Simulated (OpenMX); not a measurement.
## BaS under changes of volume

One of the cells (32.576 Å³/atom); the others are scaled copies at fixed shape and fractional positions:

```
Ba S
1.0
     0.00000    3.19375    3.19375
     3.19375    0.00000    3.19375
     3.19375    3.19375    0.00000
Ba S
1 1
Direct
  0.00000 0.00000 0.00000
  0.50000 0.50000 0.50000
```

```yaml
Program: OpenMX 3.8.5
Functional: PBE
Potentials_or_basis: OpenMX 2013 PBE set, Ba10.0-s3p2d2, S7.0-s2p2d1f1, fixed grid of 40 × 40 × 40 points
k_mesh: 7 × 7 × 7
Occupations: fermi-dirac, width 0.05 eV
Spin: no spin polarisation
```

```csv
volume (Å³/atom),energy over the lowest point (meV/atom),gap on the mesh (eV)
30.622,43.11,1.94
31.273,25.52,1.98
31.925,12.96,2.02
32.576,?,?
33.228,0.61,2.09
33.879,0.00,2.12
34.531,2.59,2.14
```

Question: What does the run at 32.576 Å³/atom give?

Answer: Energy over the lowest point 4.76 meV/atom; gap on the mesh 2.06 eV.

Worked out: A Birch-Murnaghan fit of order 3 (a polynomial in V^(-2/3)) to the other rows has its minimum at 33.67 Å³/atom with B0 = V·E''(V) = 42 GPa and B' = 4.7. It gives 4.79 meV/atom at 32.576 Å³/atom, against the run's 4.76. A parabola through the other rows of the gap, of slope 1.68 eV per unit of ln V there, gives 2.06 eV, against the run's 2.06.

Energies are extrapolated to zero smearing.

Caveats: spin-orbit coupling is left out, which moves the levels of the heavy elements; an odd mesh through Γ misses points on the zone boundary, where band edges often lie; the basis of atomic orbitals isn't converged, which shifts pressures, moduli and gaps.
